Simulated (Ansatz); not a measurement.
**How PbSe (Clausthalite) absorbs and reflects light**

Wanted: where PbSe (Clausthalite) starts to absorb, how strongly, and its refractive index.

Main program and level: Ansatz 0.2.0; DFT, PBE, plane-wave PAW, default files, scalar-relativistic, independent-particle optical response without local fields.

**Measured values to reproduce.**

“Multiple valence bands convergence and strong phonon scattering lead to high thermoelectric performance in p-type PbSe” (2022, pmc:9296461) reports for PbSe, cubic rock salt, by infrared diffuse reflectance (undoped, melt-grown polycrystalline PbSe, 300 K): band gap (optical gap from Kubelka-Munk analysis) about 0.24 eV [optical gap from Kubelka-Munk diffuse reflectance of a polycrystalline sample …].

**1. Starting point**

It takes space group Fm-3m (No. 225, cubic). Conventional cell: a = 6.121 Å, b = 6.121 Å, c = 6.121 Å, α = 90.00°, β = 90.00°, γ = 90.00°. Nearest to Pb lie 6 Se at 3.06 Å. Nearest to Se lie 6 Pb at 3.06 Å. Farther neighbours and most contacts between anions are not listed.

Coordinates:

```cif
data_structure
_symmetry_space_group_name_H-M 'Fm-3m'
_symmetry_Int_Tables_number 225
_cell_length_a 6.1213
_cell_length_b 6.1213
_cell_length_c 6.1213
_cell_angle_alpha 90.000
_cell_angle_beta 90.000
_cell_angle_gamma 90.000
_cell_volume 229.37
loop_
_atom_site_label
_atom_site_type_symbol
_atom_site_symmetry_multiplicity
_atom_site_Wyckoff_symbol
_atom_site_fract_x
_atom_site_fract_y
_atom_site_fract_z
_atom_site_occupancy
Pb1 Pb 4 a 0.00000 0.00000 0.00000 1
Se1 Se 4 b 0.50000 0.00000 0.00000 1
```

**2. Ground state and bands**

First the ground state: is it a metal or has it a gap?

This step: DFT, PBE, plane-wave PAW, default files, scalar-relativistic, ground state (Ansatz 0.2.0).

The input, input.yaml:

```yaml
crystal:
  lattice:
    - [0.0, 3.06065, 3.06065]
    - [3.06065, 0.0, 3.06065]
    - [3.06065, 3.06065, 0.0]
  atoms:
    - { symbol: Pb, position: [0.0, 0.0, 0.0] }
    - { symbol: Se, position: [0.5, 0.5, 0.5] }
kpoints:
  mp_grid: { grid: [6, 6, 6] }
  band_path:
    path:
      - [[0.0, 0.0, 0.0], [0.5, 0.0, 0.5], [0.5, 0.25, 0.75], [0.375, 0.375, 0.75], [0.0, 0.0, 0.0], [0.5, 0.5, 0.5], [0.625, 0.25, 0.625], [0.5, 0.25, 0.75], [0.5, 0.5, 0.5], [0.375, 0.375, 0.75]]
      - [[0.625, 0.25, 0.625], [0.5, 0.0, 0.5]]
    npoints: 7
scf:
  occupations: { method: fermi_dirac, width: 0.05 }
  n_extra_bands: 6
hamiltonian:
  xc: pbe
  pseudopotentials: { kind: paw }
output:
  forces: true
  stress: true
  populations: true
  write_bands: true
  write_density: true
  write_potential: true
  elf: true
  volumetric_format: npy
```

Launch:

```bash
$ ansatz run input.yaml --threads 4 --pin off --max-ram 8192MiB --backend cpu --events-out ev --progress --plain --runs-dir out
```

Numbers of over 12 decimals in the logs are rounded to 6 here.

Log:

```text
scf.n_extra_bands = 6 over 15 filled bands (N_el = 30.0): the run solves 21 bands
Engine: ansatz 0.2.0, aarch64-unknown-linux-gnu
Pseudopotentials: kind: paw
Pseudopotential: Pb, paw, valence charge 14, recommended cutoff 420 eV (normal), Pb.paw.azcp
Pseudopotential: Se, paw, valence charge 16, recommended cutoff 420 eV (normal), Se.paw.azcp
Functional definition: PBE
  parameter kappa = 0.804
  parameter beta = 0.066725
  exchange = pbe_x(kappa = kappa, mu = beta*pi^2/3)
  correlation = pbe_c(beta = beta)
Crystal: 2 atoms, lattice volume = 57.342 Å³
Basis set: ecut = 420 eV, 1139 PW (Γ), exchange–correlation on 60×60×60 points (8 copies of the dense FFT grid, shifted against one another)
Bands: 21, of which v1, the nominal top of the filled ones, is band 15 counted from 1 (14 counted from 0)
Symmetry: 48 space group operations
Space group: Fm-3m (ITA 225), of the structure as read, at distance tolerance 3.9e-5 Å
k-points: 16 of 216
Non-local potential: Pb, projectors of the file, l = 0: 2, l = 1: 2, l = 2: 2, l = 3: 2
Non-local potential: Se, projectors of the file, l = 0: 2, l = 1: 2, l = 2: 3, l = 3: 1
PAW form: soft (Blöchl's): semilocal exchange-correlation on the pseudo side does not see the compensation charge
PAW one-centre angular grid: Pb, 590 points (default); XC on 64 Gauss nodes
PAW one-centre angular grid: Se, 590 points (default); XC on 64 Gauss nodes
Initial density: superposition of atomic densities (neutral atoms: chi_scale 0, normalization atom), corrected by the library's trained network
Initial wavefunctions: pseudopotential atomic-orbital guess
Functional: x = pbe(κ = 0.804, μ = 0.219515), c = pbe(β = 0.066725)
SCF iter   1: F=—  HF=-17376.607150 eV  |F-HF|=—  |Δ(HF+E_count)|=         —  Δρ=5.32e-4  dr2=1.64e-4  ethr=1.77e-3  ⟨swp⟩=6.3  Hψ=1666  notcnv=0  defer=1
preconditioner: auto → none  [insulator: Δε(μ)=0.288 eV  Ē_g=17.144 eV  σ=0.050 eV  W_gap=0.89  n_scr=14 (ndim 8)  ℏωp=21.9 eV  f_vac=0.019  D(μ)=0.07/eV (n_scr^D=0)  ε∞_Penn≈2.6]
SCF iter   2: F=—  HF=-17376.606183 eV  |F-HF|=—  |Δ(HF+E_count)|=   9.67e-4  Δρ=3.84e-4  dr2=5.77e-5  ethr=5.46e-7  ⟨swp⟩=2.4  Hψ=718  notcnv=0  defer=4
SCF iter   3: F=—  HF=-17376.606178 eV  |F-HF|=—  |Δ(HF+E_count)|=   5.12e-6  Δρ=2.04e-4  dr2=1.18e-5  ethr=1.92e-7  ⟨swp⟩=2.1  Hψ=439  notcnv=0  defer=4
SCF iter   4: F=—  HF=-17376.606198 eV  |F-HF|=—  |Δ(HF+E_count)|=   2.00e-5  Δρ=5.18e-5  dr2=1.95e-6  ethr=3.92e-8  ⟨swp⟩=2.0  Hψ=550  notcnv=0  defer=4
SCF iter   5: F=—  HF=-17376.606198 eV  |F-HF|=—  |Δ(HF+E_count)|=   2.77e-7  Δρ=3.45e-5  dr2=8.95e-7  ethr=6.49e-9  ⟨swp⟩=2.1  Hψ=385  notcnv=0  defer=4
SCF iter   6: F=—  HF=-17376.606197 eV  |F-HF|=—  |Δ(HF+E_count)|=   3.84e-7  Δρ=1.58e-5  dr2=1.84e-7  ethr=2.98e-9  ⟨swp⟩=2.0  Hψ=411  notcnv=0  defer=4
SCF iter   7: F=-17376.606197 eV  HF=-17376.606197 eV  |F-HF|=4.74e-8  |Δ(HF+E_count)|=   9.00e-8  Δρ=7.36e-6  dr2=3.92e-8  ethr=3.33e-10  ⟨swp⟩=11.1  Hψ=2106  notcnv=0
SCF 1 converged in 7 iterations: F = -17376.606197 eV  dr2 = 3.92e-8
  greatest PAW one-centre occupation: 1.000 electrons in one spin orbital (limit 2), on the Se atom at site 1 (counted from 0), in its partial waves of l = 2
NSCF: frozen V_eff on 72 k-points
SCF converged after 7 iterations
Free energy (F): -17376.606197 eV
Harris-Foulkes:  -17376.606197 eV  (|F-HF|=4.74e-8)
Internal energy: -17376.605427 eV  (E = F + TS)
E sigma→0 (E₀):  -17376.605812 eV
Entropy (-TS):   -0.000771 eV (-0.385 meV/atom)
Fermi energy:    9.175156 eV
--- Per-component energies (eV) ---
  E_band       = -425.203452
  E_kinetic    = 406.243156
  E_local      = -3527.422126  (includes V_loc(G=0)·N_el)
  E_nonlocal   = -245.928278
  E_hartree    = 1642.731474
  E_xc         = -325.827515
  E_vxc        = -231.542543  (∫ρ·V_xc dr)
  E_paw        = -12314.694376  (= ΣΔE_a)
  E_vpaw       = -112.005079  (= ΣTr[D̂ρ^β])
  E_aug_tail   = -0.000502  (compensation charges beyond the density's cutoff)
  E_ewald      = -3011.707258
  E_smearing   = -0.000771  (= −TS)
  E_closure    = -0.000000  (closes the sum)
  Σ components = -17376.606197   (vs F -17376.606197, Δ=0.00e0)
--- Forces (eV/Å), atoms counted from 1 ---
  atom   1  Pb    -0.00000000     0.00000000     0.00000000
  atom   2  Se     0.00000000    -0.00000000     0.00000000
  max |Σ_I F_I| component: 1.31e-30 eV/Å
--- Stress (GPa, compression-positive) ---
        2.367378      -0.000000       0.000000
       -0.000000       2.367378       0.000000
       -0.000000       0.000000       2.367378
  P = ⅓ Tr σ = 2.3674 GPa (23.674 kbar)
--- Band table (eV; the first three rows and the last of 16) ---
  k-point 0: bands = [... 11 lower, 2.7316, 7.1445, 7.1445, 7.1445, 13.7410, 13.7410, 13.7410, 15.5499, ... 2 higher]
  k-point 1: bands = [... 11 lower, 2.0733, 7.2173, 7.2173, 7.5978, 12.1609, 12.6900, 12.6900, 15.3517, ... 2 higher]
  k-point 2: bands = [... 11 lower, 0.8659, 7.4138, 7.4138, 8.3560, 10.3722, 11.3102, 11.3102, 16.1180, ... 2 higher]
  k-point 15: bands = [... 11 lower, 1.1593, 4.3983, 5.2494, 7.3916, 11.9834, 13.4044, 14.5154, 15.5841, ... 2 higher]
--- Löwdin populations: 2 sites ---
  site symbol       q [e]
     0     Pb     13.5623
     1     Se     16.3833
  spilling = 0.001816 (of n_electrons = 30.000000)
```

It took 1.1 s on 4 threads of Arm Neoverse V1, shared host; peak memory 0.34 GiB.

This step gave:

- free energy: -17376.6062 eV
- Fermi energy: 9.175 eV
- gap by band count: 0.2878 eV
- electrons: 30
- symmetry operations: 48
- pressure: 2.367 GPa
- volume: 57.34 Å³
- gap on the path: 0.2878 eV
- least direct gap on the path: 0.2878 eV

There is a gap, 0.29 eV on the path, so no carriers' term is needed. The cell is left with a pressure of 2.4 GPa, as it stands unrelaxed at this level.

The electronic bands at the labelled points (eV, zero at the Fermi level; v1 is the highest filled band, c1 the lowest empty one):

```tsv
point	v4	v3	v2	v1	c1	c2	c3	c4
Γ	-6.44	-2.03	-2.03	-2.03	4.57	4.57	4.57	6.38
0.57 of the way	-7.62	-2.90	-2.90	-2.44	2.86	4.17	4.75	4.75
X	-7.52	-5.13	-3.38	-3.38	3.55	5.46	5.46	5.90
0.57 of the way	-7.93	-4.87	-3.80	-2.13	3.30	4.08	5.47	6.16
W	-8.15	-4.38	-4.38	-0.94	1.74	4.80	4.80	7.58
0.43 of the way	-8.16	-4.61	-3.88	-1.41	2.23	4.38	5.12	6.60
K	-8.18	-4.73	-2.88	-2.54	3.24	3.87	5.29	5.68
0.57 of the way	-7.68	-2.80	-1.57	-0.78	1.50	2.29	4.04	6.71
Γ	-6.44	-2.03	-2.03	-2.03	4.57	4.57	4.57	6.38
0.43 of the way	-7.44	-1.91	-1.91	-1.36	2.42	3.08	3.08	6.25
L	-8.94	-1.62	-1.62	-0.14	0.14	1.55	1.55	8.40
0.43 of the way	-8.75	-3.03	-2.07	-1.30	1.39	2.26	3.38	7.55
U	-8.18	-4.73	-2.88	-2.54	3.24	3.87	5.29	5.68
0.43 of the way	-8.16	-4.66	-3.64	-1.70	2.53	4.24	5.19	6.26
W	-8.15	-4.38	-4.38	-0.94	1.74	4.80	4.80	7.58
0.43 of the way	-8.52	-3.65	-3.33	-0.98	1.36	3.67	4.25	7.42
L	-8.94	-1.62	-1.62	-0.14	0.14	1.55	1.55	8.40
0.57 of the way	-8.62	-3.62	-2.30	-1.70	1.95	2.67	4.09	7.06
K	-8.18	-4.73	-2.88	-2.54	3.24	3.87	5.29	5.68
jump to U	-8.18	-4.73	-2.88	-2.54	3.24	3.87	5.29	5.68
0.43 of the way	-7.80	-5.00	-3.21	-3.07	3.71	4.81	5.16	5.68
X	-7.52	-5.13	-3.38	-3.38	3.55	5.46	5.46	5.90
```

The electronic bands as a text plot (rows in eV, shown from -8.1 to 6.1 only):

```
    5.8 | +      +++    ++                    ++             + ++
    5.3 |  +   ++++ ++ +++                    ++++           ++++
    4.7 |++++++      +++  ++    +++          +   ++++       +
    4.1 |    +++   ++   ++  ++++++ +           ++   +      +  +
    3.5 | +     +++ +    +          +       + ++     +    +  ++++
    2.9 |    ++         + +    +     +     + ++      ++    +++
    2.3 |  +         + +  ++  +      +++    ++  +     ++  + +
    1.7 |   +         +    ++++       + +++++    ++++  +++++
    1.1 |                   ++         +   +         ++
    0.5 |                               + +            + +
   -0.1 |                               *+*             +*
   -0.7 |                   ***        *   *      ******
   -1.3 |  **        ***   *****     **     *    *        *
   -1.9 |**         *   * **   ***************  *     *******
   -2.5 |  ****    *     **    *           * ***     **    ****
   -3.1 |    **** *     **  ***             *  *     *    *   ***
   -3.7 |      * ****  *   *                    *   *      *
   -4.3 |            **   *                  **  ****       **
   -4.9 |       *****  ***                     **             ***
   -5.5 |
   -6.1 |
   -6.7 |**                     *****
   -7.3 |  **    *             *     *                          *
   -7.8 |    **** ****        *       *                       **
         Γ       X    W  K        Γ      L     U  W     L   K|U X
```

Electrostatic potential energy in the ac plane of the conventional cell at fractional y = 0.000, with atoms of Pb and Se within 0.2 Å of it. With pseudopotentials it is smooth inside the atoms' cores, unlike the true potential.

Ten even steps from '_' (-32 eV) to '@' (12 eV), each cell a mean:
```
::__::##@@%%++**##**++##@@%%++__..
____++%%@@@@##++++++**%%@@@@##::__
==**%%@@@@@@@@##**##%%@@@@@@%%##++
%%@@@@@@@@@@@@@@@@@@@@@@@@@@@@@@%%
@@@@@@@@@@@@@@@@%%%%@@@@@@@@@@@@@@
##%%@@@@@@@@%%**==++##@@@@@@@@%%##
++++##@@@@%%++______--##@@@@%%**++
##++++%%@@##::__::..__++%%@@##++**
##**++%%@@##..__--::__==%%@@**++##
**++**@@@@%%--________**@@@@##++**
++**%%@@@@@@##--..::++%%@@@@@@##++
%%@@@@@@@@@@@@%%####%%@@@@@@@@@@%%
@@@@@@@@@@@@@@@@@@@@@@@@@@@@@@@@@@
##%%@@@@@@@@@@@@%%%%@@@@@@@@@@%%##
..--##@@@@@@%%**++++##@@@@@@%%++::
____--%%@@@@**++**++++%%@@@@**____
--__..##@@%%++**####++##@@%%==__::
```

ELF in the ac plane of the conventional cell at fractional y = 0.000, with atoms of Pb and Se within 0.2 Å of it. It is the smooth field of the valence electrons, not physical close to the nuclei.

Values, 9 rows by 16 columns, each cell a mean:
```
0.15 0.29 0.39 0.26 0.37 0.70 0.75 0.57 0.51 0.71 0.76 0.53 0.25 0.34 0.36 0.19
0.34 0.31 0.23 0.13 0.17 0.42 0.59 0.66 0.67 0.63 0.51 0.26 0.12 0.18 0.28 0.33
0.54 0.50 0.38 0.18 0.09 0.15 0.25 0.30 0.31 0.28 0.20 0.10 0.12 0.29 0.46 0.53
0.65 0.74 0.74 0.48 0.22 0.31 0.39 0.28 0.25 0.34 0.36 0.23 0.33 0.67 0.77 0.69
0.28 0.61 0.77 0.57 0.28 0.36 0.31 0.06 0.03 0.19 0.39 0.28 0.41 0.74 0.73 0.39
0.73 0.76 0.70 0.42 0.19 0.27 0.37 0.34 0.32 0.37 0.33 0.20 0.29 0.61 0.74 0.74
0.43 0.38 0.27 0.13 0.08 0.16 0.26 0.32 0.33 0.29 0.21 0.10 0.09 0.21 0.34 0.41
0.35 0.35 0.28 0.16 0.22 0.52 0.69 0.73 0.73 0.71 0.61 0.34 0.15 0.23 0.33 0.36
0.07 0.23 0.39 0.27 0.40 0.73 0.74 0.48 0.37 0.64 0.77 0.56 0.27 0.35 0.34 0.11
```

(Part 1 of 2 ends here.)

[Logs are printed without paths, hosts, clocks, repeated set-up lines and the standing remarks that a program may print on its own settings, such as how far it seeks lower states.]

[Hosts, paths, dates, database ids (printed as entryN), source tags and the programs' standing remarks are cut or masked in the printed files.]
